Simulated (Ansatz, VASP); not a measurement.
**Two plane-wave programs on GaN**

```
Ga N
1.0
     3.21843    0.00000    0.00000
    -1.60921    2.78724    0.00000
     0.00000    0.00000    5.24303
Ga N
2 2
Direct
  0.33333 0.66667 0.99913
  0.66667 0.33333 0.49913
  0.33333 0.66667 0.37587
  0.66667 0.33333 0.87587
```

Alike in both runs: functional PBE; k mesh 12 × 12 × 6; occupations gaussian, width 0.02 eV; no spin polarisation.

Ansatz relaxed the structure, and its values are those at the end. VASP's run is a single point on that final structure, the one shown.

|  | VASP | Ansatz |
| --- | --- | --- |
| version | VASP 6.6.1 | Ansatz 0.2.0 |
| potentials or method | VASP PAW PBE potentials, release 64 (Ga_d, N) | scalar-relativistic, plane waves, PAW |
| plane-wave cutoff (eV) | 520 | 420 |
| valence electrons in the cell | 36 | 36 |

|  | VASP | Ansatz | Ansatz less VASP |
| --- | --- | --- | --- |
| gap on the k mesh at the Fermi level (eV) | 1.72 | 1.71 | -0.005 |
| least direct gap on the mesh (eV) | 1.72 | 1.71 | -0.005 |
| pressure (GPa) | 0.1 | 0.0 | -0.12 |

With one functional, cell and mesh, what is left measures potentials, basis and numerics.

Expect the measured gap to be larger: semilocal functionals such as PBE lack the derivative discontinuity.
